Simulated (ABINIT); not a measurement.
# C (C2/m) in ABINIT: relaxation of cell and atoms with PBEsol

Aim: the relaxation of cell and atoms of C with PBEsol.

Program: ABINIT 10.8.3 (patched build). These are calculated values, not measurements. Logs are shortened: lines on timing, memory, paths and dates and some standing lists are left out, and cuts for length are marked. The log counts tension as positive stress, the text compression.

## 1. Starting point

The structure is monoclinic, space group C2/m (No. 12). The conventional cell has a = 4.255 Å, b = 2.457 Å, c = 3.765 Å, α = 90.00°, β = 111.49°, γ = 90.00°. C (site symmetry m) is surrounded by 3 C at 1.42 Å.

This is a stacking variant of graphite.

## 2. Relaxation of cell and atoms, PBEsol

Input file run.abi:

```
# Pseudopotentials
pp_dirpath "./"
pseudos "C.GGA_PBE-JTH.xml"

# Structure
acell 4.6420265239 4.6420265239 7.1139220251
rprim
     0.8660124494    -0.5000224370     0.0000000000
     0.8660124494     0.5000224370     0.0000000000
    -0.3663329314     0.0000000000     0.9304838437
ntypat 1
znucl 6
natom 2
typat 1 1
xred
     0.1666444700     0.1666444700     0.9999069600
     0.8333555300     0.8333555300     0.0000930400
chkprim 0
chksymtnons 0
tolsym 1.0e-6

# Plane-wave basis
ecut 19.0
pawecutdg 38.0
pawxcdev 0
pawovlp -1

# k points
kptopt 1
ngkpt 13 13 8
nshiftk 1
shiftk 0.0 0.0 0.0

# Exchange and correlation
ixc -116133

# Bands and occupations
nband 8
occopt 3
tsmear 0.00183747

# SCF cycle
nstep 100
tolvrs 1.0e-9

# Output
iomode 3
prtwf 0
prtden 0
prteig 0
prtebands 0
enunit 1

# Relaxation
ionmov 2
ntime 60
tolmxf 0.0001
optcell 2
dilatmx 1.08
ecutsm 0.5
```

Potentials or basis: JTH PAW PBE v2.0.

On the command line:

```sh
> abinit run.abi > log 2>&1
```

run.abo:

```text
.Version 10.8.3 of ABINIT
 Symmetries : space group C2/m (# 12); Bravais mC (1-face-center monocl.)
================================================================================
 Values of the parameters that define the memory need of the present run
     intxc =       0    ionmov =       2      iscf =      17    lmnmax =       8
     lnmax =       4     mgfft =      32  mpssoang =       2    mqgrid =    3001
     natom =       2  nloc_mem =       2    nspden =       1   nspinor =       1
    nsppol =       1      nsym =       4    n1xccc =       1    ntypat =       1
    occopt =       3   xclevel =       2
       mpw =         630          nfft =       12800          nkpt =         371
 PAW method is used; the additional fine FFT grid is defined by:
   mgfftf=        45    nfftf =     40500
================================================================================
================================================================================

--------------------------------------------------------------------------------
------------- Echo of variables that govern the present computation ------------
--------------------------------------------------------------------------------
 -outvars: echo values of preprocessed input variables --------
            acell      4.6420265239E+00  4.6420265239E+00  7.1139220251E+00 Bohr
              amu      1.20110000E+01
          chkprim           0
      chksymtnons           0
          dilatmx      1.08000000E+00
             ecut      1.90000000E+01 Hartree
           ecutsm      5.00000000E-01 Hartree
           enunit           1
           ionmov           2
                       outvar_i_n : Printing only first  50 k-points.
              ixc     -116133
                       outvar_i_n : Printing only first  50 k-points.
         kptrlatt       13    0    0      0   13    0      0    0    8
          kptrlen      5.69113762E+01
            natom           2
            nband           8
            ngfft          20      20      32
          ngfftdg          30      30      45
             nkpt         371
            nstep         100
             nsym           4
            ntime          60
           ntypat           1
                       prtocc : prtvol=0, do not print more k-points.
           occopt           3
          optcell           2
        pawecutdg      3.80000000E+01 Hartree
          pawovlp     -1.0000000000E+00
         pawxcdev           0
           prtden           0
        prtebands           0
           prteig           0
            prtwf           0
            rprim      8.6601244940E-01 -5.0002243700E-01  0.0000000000E+00
                       8.6601244940E-01  5.0002243700E-01  0.0000000000E+00
                      -3.6633293140E-01  0.0000000000E+00  9.3048384370E-01
          spgroup          12
           tolmxf      1.00000000E-04
           tolsym      1.00000000E-06
           tolvrs      1.00000000E-09
           tsmear      1.83747000E-03 Hartree
            typat      1  1
           useylm           1
                       outvars : Printing only first  50 k-points.
           xangst     -6.6992899156E-01 -4.0408420749E-18  3.5025041729E+00
                       3.5454999733E+00 -1.9541407686E-17  3.2590331029E-04
            xcart     -1.2659823178E+00 -7.6360848397E-18  6.6187736417E+00
                       6.7000239289E+00 -3.6927908642E-17  6.1586799998E-04
             xred      1.6664447000E-01  1.6664447000E-01  9.9990696000E-01
                       8.3335553000E-01  8.3335553000E-01  9.3040000000E-05
            znucl        6.00000

================================================================================

 chkinp: Checking input parameters for consistency.

================================================================================
== DATASET  1 ==================================================================

--- !DatasetInfo
iteration_state: {dtset: 1, }
dimensions: {natom: 2, nkpt: 371, mband: 8, nsppol: 1, nspinor: 1, nspden: 1, mpw: 630, }
cutoff_energies: {ecut:  19.0, pawecutdg:  38.0, }
electrons: {nelect:   8.00000000E+00, charge:   0.00000000E+00, occopt:   3.00000000E+00, tsmear:   1.83747000E-03, }
meta: {optdriver: 0, ionmov: 2, optcell: 2, iscf: 17, paral_kgb: 0, }
...

 Real(R)+Recip(G) space primitive vectors, cartesian coordinates (Bohr,Bohr^-1):
 R(1)=  4.0200528 -2.3211174  0.0000000  G(1)=  0.1243765 -0.2154135  0.0489672
 R(2)=  4.0200528  2.3211174  0.0000000  G(2)=  0.1243765  0.2154135  0.0489672
 R(3)= -2.6060639  0.0000000  6.6193895  G(3)=  0.0000000  0.0000000  0.1510713
 Unit cell volume ucvol=  1.2353124E+02 bohr^3
 Angles (23,13,12)=  1.08496630E+02  1.08496630E+02  6.00029689E+01 degrees

 Coarse grid specifications (used for wave-functions):

 getcut: wavevector=  0.0000  0.0000  0.0000  ngfft=  20  20  32
         ecut(hartree)=     22.162   => boxcut(ratio)=   2.03319

 Fine grid specifications (used for densities):

 getcut: wavevector=  0.0000  0.0000  0.0000  ngfft=  30  30  45
         ecut(hartree)=     44.323   => boxcut(ratio)=   2.06531

--- Pseudopotential description ------------------------------------------------
- pspini: atom type   1  psp file is ./C.GGA_PBE-JTH.xml
 Pseudopotential format is: paw10
 basis_size (lnmax)=  4 (lmn_size=  8), orbitals=   0   0   1   1
 Spheres core radius: rc_sph= 1.50736703
 Shapefunction is SIN type: shapef(r)=[sin(pi*r/rshp)/(pi*r/rshp)]**2
 Radius for shape functions =  1.30052589
 Compensation charge density is not taken into account in XC energy/potential

   6.99883411E+01                                ecore*ucvol(ha*bohr**3)
--------------------------------------------------------------------------------

================================================================================

=== [ionmov= 2] Broyden-Fletcher-Goldfarb-Shanno method (forces)
================================================================================

--- Iteration: ( 1/60) Internal Cycle: (1/1)
--------------------------------------------------------------------------------

---SELF-CONSISTENT-FIELD CONVERGENCE--------------------------------------------
[... 654 lines left out ...]
  4.01702127601622E+00 -2.32185573904870E+00 -4.97702301103692E-02
  4.01702127601622E+00  2.32185573904870E+00 -4.97702301103692E-02
 -2.68604999817052E+00  0.00000000000000E+00  7.80457837131577E+00
 Unitary Cell Volume (ucvol) [Bohr^3]=  1.44964933235901E+02
 Angles (23,13,12)= [degrees]
  1.06970326525128E+02  1.06970326525128E+02  6.00523871955641E+01
 Lengths [Bohr]
  4.64003783182051E+00  4.64003783182051E+00  8.25386625447019E+00
 Stress tensor in cartesian coordinates (strten) [Ha/bohr^3]
 -3.00287997499452E-05  0.00000000000000E+00  1.64067133008219E-07
  0.00000000000000E+00 -9.41186746944000E-06  0.00000000000000E+00
  1.64067133008219E-07  0.00000000000000E+00  3.27537576563621E-05
 Total energy (etotal) [Ha]= -1.14574791574592E+01

 Difference of energy with previous step (new-old):
           Absolute (Ha)= 2.84448E-04
           Relative     = 2.48261E-05

--- Iteration: ( 8/60) Internal Cycle: (1/1)
--------------------------------------------------------------------------------

---SELF-CONSISTENT-FIELD CONVERGENCE--------------------------------------------
[... 186 lines left out ...]
 Difference of energy with previous step (new-old):
           Absolute (Ha)=-1.02596E-05
           Relative     =-8.95425E-07

--- Iteration: (10/60) Internal Cycle: (1/1)
--------------------------------------------------------------------------------

---SELF-CONSISTENT-FIELD CONVERGENCE--------------------------------------------

--- !BeginCycle
iteration_state: {dtset: 1, itime: 10, icycle: 1, }
solver: {iscf: 17, nstep: 100, nline: 4, wfoptalg: 10, }
tolerances: {tolvrs: 1.00E-09, }
...
[... 81 lines left out ...]
 Difference of energy with previous step (new-old):
           Absolute (Ha)=-8.72250E-07
           Relative     =-7.61274E-08

--- Iteration: (11/60) Internal Cycle: (1/1)
--------------------------------------------------------------------------------

---SELF-CONSISTENT-FIELD CONVERGENCE--------------------------------------------

--- !BeginCycle
iteration_state: {dtset: 1, itime: 11, icycle: 1, }
solver: {iscf: 17, nstep: 100, nline: 4, wfoptalg: 10, }
tolerances: {tolvrs: 1.00E-09, }
...
[... 80 lines left out ...]
 Difference of energy with previous step (new-old):
           Absolute (Ha)=-2.37064E-08
           Relative     =-2.06903E-09

 At Broyd/MD step  11, gradients are converged :
  max grad (force/stress) = 5.3530E-05 < tolmxf= 1.0000E-04 ha/bohr (free atoms)

================================================================================

 ----iterations are completed or convergence reached----

 Mean square residual over all n,k,spin=   50.006E-09; max=  14.759E-05
 reduced coordinates (array xred) for    2 atoms
       0.166678018770      0.166678018770      1.000031027912
       0.833321981230      0.833321981230     -0.000031027912
 rms dE/dt=  2.0430E-04; max dE/dt=  3.5310E-04; dE/dt below (all hartree)
    1      -0.000016480582     -0.000016480582      0.000353095706
    2       0.000016480582      0.000016480582     -0.000353095706

 cartesian coordinates (angstrom) at end:
    1     -0.68670354075212     0.00000000000000     3.73350503549508
    2      3.54785705127448    -0.00000000000000    -0.01662025157196

 cartesian forces (hartree/bohr) at end:
    1      0.00000387101421    -0.00000000000000    -0.00004855772522
    2     -0.00000387101421     0.00000000000000     0.00004855772522
 frms,max,avg= 2.8123759E-05 4.8557725E-05   0.000E+00  0.000E+00  0.000E+00 h/b

 cartesian forces (eV/Angstrom) at end:
    1      0.00019905555413    -0.00000000000000    -0.00249693862422
    2     -0.00019905555413     0.00000000000000     0.00249693862422
 frms,max,avg= 1.4461818E-03 2.4969386E-03   0.000E+00  0.000E+00  0.000E+00 e/A
 length scales=  4.645052876619  4.645052876619  7.538196477875 bohr
              =  2.458056124079  2.458056124079  3.989041784694 angstroms
 Fermi (or HOMO) energy (eV) =   4.10861   Average Vxc (eV)=  -9.83936
 Eigenvalues (   eV  ) for nkpt= 371  k points:
 kpt#   1, nband=  8, wtk=  0.00074, kpt=  0.0000  0.0000  0.0000 (reduced coord)
 -15.54240   -3.04538    1.08729    1.08782    7.51028   12.44446   12.44448   15.60108
 prteigrs : prtvol=0 or 1, do not print more k-points.

--- !EnergyTerms
iteration_state     : {dtset: 1, itime: 11, icycle: 1, }
comment             : Components of total free energy in Hartree
kinetic             :  6.81963175593608E+00
hartree             :  4.30334538805169E+00
xc                  : -4.23669442093359E+00
Ewald energy        : -7.18430422950714E+00
psp_core            :  5.31359640996694E-01
local_psp           : -1.32147762941099E+01
PAW spherical_terms :  1.52366880796130E+00
internal            : -1.14577693516048E+01
'-kT*entropy'       : -8.67454822704398E-09
total_energy        : -1.14577693602794E+01
total_energy_eV     : -3.11781787579929E+02
...

--- !EnergyTermsDC
iteration_state     : {dtset: 1, itime: 11, icycle: 1, }
comment             : '"Double-counting" decomposition of free energy'
band_energy         : -1.49313188940950E+00
Ewald energy        : -7.18430422950714E+00
psp_core            :  5.31359640996694E-01
xc_dc               : -4.11223722039861E+00
PAW spherical_terms :  8.00546216042018E-01
internal            : -1.14577674822765E+01
'-kT*entropy'       : -8.67454822704398E-09
total_energy_dc     : -1.14577674909511E+01
total_energy_dc_eV  : -3.11781736712915E+02
...

--- !EnergyTermsWithPAWCore
iteration_state     : {dtset: 1, itime: 11, icycle: 1, }
comment             : 'Components of total free energy, including PAW core contributions'
Total energy        : -7.58960168791191E+01
Total energy DC     : -7.58960150097908E+01
Total energy (eV)   : -2.06523582982920E+03
Total energy DC (eV): -2.06523577896219E+03
...

 rms coord change=  7.6690E-05   atom, delta coord (reduced):
     1        0.000033548770      0.000033548770      0.000124067912
     2       -0.000033548770     -0.000033548770     -0.000124067912

 Cartesian components of stress tensor (hartree/bohr^3)
  sigma(1 1)=  5.35295115E-07  sigma(3 2)=  0.00000000E+00
  sigma(2 2)=  3.21518321E-07  sigma(3 1)=  4.13889162E-08
  sigma(3 3)=  1.03284470E-07  sigma(2 1)=  0.00000000E+00

-Cartesian components of stress tensor (GPa)         [Pressure= -9.4157E-03 GPa]
- sigma(1 1)=  1.57489260E-02  sigma(3 2)=  0.00000000E+00
- sigma(2 2)=  9.45939560E-03  sigma(3 1)=  1.21770395E-03
- sigma(3 3)=  3.03873401E-03  sigma(2 1)=  0.00000000E+00

== END DATASET(S) ==============================================================
================================================================================

 -outvars: echo values of variables after computation  --------
            acell      4.6450528766E+00  4.6450528766E+00  7.5381964779E+00 Bohr
           etotal     -1.1457767491E+01
            fcart      3.8710142116E-06 -3.2306446335E-22 -4.8557725215E-05
                      -3.8710142116E-06  3.2306446335E-22  4.8557725215E-05
            rprim      8.6601652997E-01 -4.9999913955E-01 -4.0286797073E-03
                       8.6601652997E-01  4.9999913955E-01 -4.0286797073E-03
                      -3.5002916363E-01  0.0000000000E+00  9.3673880277E-01
           strten      5.3529511486E-07  3.2151832145E-07  1.0328446961E-07
                       0.0000000000E+00  4.1388916162E-08  0.0000000000E+00
           xangst     -6.8670354075E-01  3.5813928890E-18  3.7335050355E+00
                       3.5478570513E+00 -2.0677305812E-17 -1.6620251572E-02
             xred      1.6667801877E-01  1.6667801877E-01  1.0000310279E+00
                       8.3332198123E-01  8.3332198123E-01 -3.1027911734E-05
 Calculation completed.
```

Wall time 4.6 min (1 thread of Intel Xeon Platinum 8488C (Sapphire Rapids), shared host); peak memory 0.14 GiB.

Results:

```
Free energy                            : -311.7817 eV
Relaxed volume                         : 9.76 Å³/atom
Relaxed cell                           : a = 2.458 Å, b = 2.458 Å, c = 3.989 Å, α = 107.87°, β = 107.87°, γ = 60.00°
Space group after relaxing (to 0.05 Å) : R-3m (No. 166)
Energy gained by relaxing              : 2.5 meV/atom
Ionic steps                            : 11
Pressure after relaxing                : 0.0 GPa
Band gap on the k mesh                 : 1.12 eV, direct
```

Forces in eV/Å, atoms in the order of the input:
```
C    0.000  0.000 -0.002
C    0.000  0.000  0.002
```

Step by step:
```csv
step,energy change (eV),largest force (eV/Å),pressure (GPa),volume (Å³)
1,0.0000,0.0065,0.71,18.31
2,0.0000,0.0027,0.09,18.35
3,-0.0001,0.0020,0.03,18.36
4,-0.0017,0.0301,-0.28,18.71
5,-0.0034,0.0418,-0.20,19.12
6,-0.0049,0.0238,-0.01,19.37
7,0.0028,0.0380,0.07,21.48
8,-0.0047,0.0131,-0.03,19.60
9,-0.0050,0.0088,-0.02,19.48
10,-0.0050,0.0053,-0.01,19.52
11,-0.0050,0.0025,-0.01,19.52
```

Final structure:
```
CELL_PARAMETERS angstrom
2.12872 -1.22903 -0.00990
2.12872 1.22903 -0.00990
-1.39628 0.00000 3.73669
ATOMIC_POSITIONS crystal
C 0.16668 0.16668 0.00003
C 0.83332 0.83332 0.99997
```

Levels at points of the mesh, in eV from the valence-band top:
```tsv
k point	band 1	band 2	band 3	band 4	band 5	band 6	band 7	band 8
(0.00, 0.00, 0.00)	-19.10	-6.60	-2.47	-2.47	3.95	8.89	8.89	12.05
(0.00, 0.00, 0.50)	-18.97	-7.72	-2.47	-2.47	8.74	8.87	8.87	12.13
```

Caveat: the PAW data sets were made with another functional, which shifts forces and pressure a little; an odd mesh through Γ misses points on the zone boundary, where band edges often lie; this functional lacks dispersion, which binds the layers, so the pressure and a relaxed spacing across them are unreliable; the atomic spheres overlap.
